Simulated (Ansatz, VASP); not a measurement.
One calculation of Ga3S, two programs

```xyz
4
Lattice="4.1769 0.0000 0.0000 0.0000 4.1769 0.0000 0.0000 0.0000 4.1769" Properties=species:S:1:pos:R:3 pbc="T T T"
Ga    0.0000    2.0884    2.0884
Ga    2.0884    0.0000    2.0884
Ga    2.0884    2.0884    0.0000
S     0.0000    0.0000    0.0000
```

Alike in both runs: task single point; functional PBE; k mesh 4 × 4 × 4; occupations gaussian, width 0.1 eV; no spin polarisation.

```csv
,VASP,Ansatz
version,VASP 6.6.1,Ansatz 0.2.0
potentials or method,"VASP PAW PBE potentials, release 64 (Ga_d, S)","scalar-relativistic, plane waves, PAW"
plane-wave cutoff (eV),520,420
valence electrons in the cell,45,45
```

```tsv
	VASP	Ansatz	Ansatz less VASP
gap on the k mesh at the Fermi level (eV)	none	none	-
pressure (GPa)	5.7	5.6	-0.11
```

A gap of «none» marks a metal or a gap that the smearing closes.

Caveats: the k mesh is coarse (spacing up to 0.38 Å⁻¹), so the values aren't converged.
